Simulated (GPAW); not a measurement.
Here is a GPAW 26.7.0 calculation.

run.py

```python
from ase.dft.bandgap import bandgap
from ase.io import read, write
from ase.units import GPa
from gpaw import GPAW, PW

atoms = read('HfB2.xyz')

calc = GPAW(mode=PW(800),
            xc='LDA',
            kpts={'size': (10, 10, 8), 'gamma': True},
            occupations={'name': 'fermi-dirac', 'width': 0.05},
            setups={'Hf': ':d,4.0'},
            nbands=20,
            convergence={'density': 1e-05, 'energy': 1e-05},
            maxiter=150,
            txt='gpaw.txt')
atoms.calc = calc
energy = atoms.get_potential_energy()
forces = atoms.get_forces()
stress = atoms.get_stress()
calc.write('gs.gpw')
write('result.traj', atoms)
print(f'Energy: {energy:.6f} eV')
print('Forces (eV/A):')
print(forces.round(4))
print('Stress (GPa):', (stress / GPa).round(3))
print('Fermi level:', round(calc.get_fermi_level(), 4), 'eV')
print(f'Gap: {bandgap(calc)[0]:.4f} eV, direct: {bandgap(calc, direct=True)[0]:.4f} eV')
```

File HfB2.xyz:

```xyz
3
Lattice="3.1400000000 0.0000000000 0.0000000000 -1.5700000000 2.7193197679 0.0000000000 0.0000000000 0.0000000000 3.4800000000" Properties=species:S:1:pos:R:3 pbc="T T T"
Hf     0.0000000000      0.0000000000      0.0000000000
B      1.5700000002      0.9064399225      1.7400000000
B     -0.0000000002      1.8128798454      1.7400000000
```

Potentials or basis: the program's PAW data sets (release 1.2.1) made for this functional, pw.

Command:

```bash
$ OMP_NUM_THREADS=1 python run.py
```

(1) Estimate the band gap on the k mesh.

(2) Predict the pressure.

Answers

(1) none (metal or under the smearing width).

(2) 1.8 GPa.

Caveat: U without spin polarisation on a metal has little footing; the U is typed as a test and isn't derived for this compound.
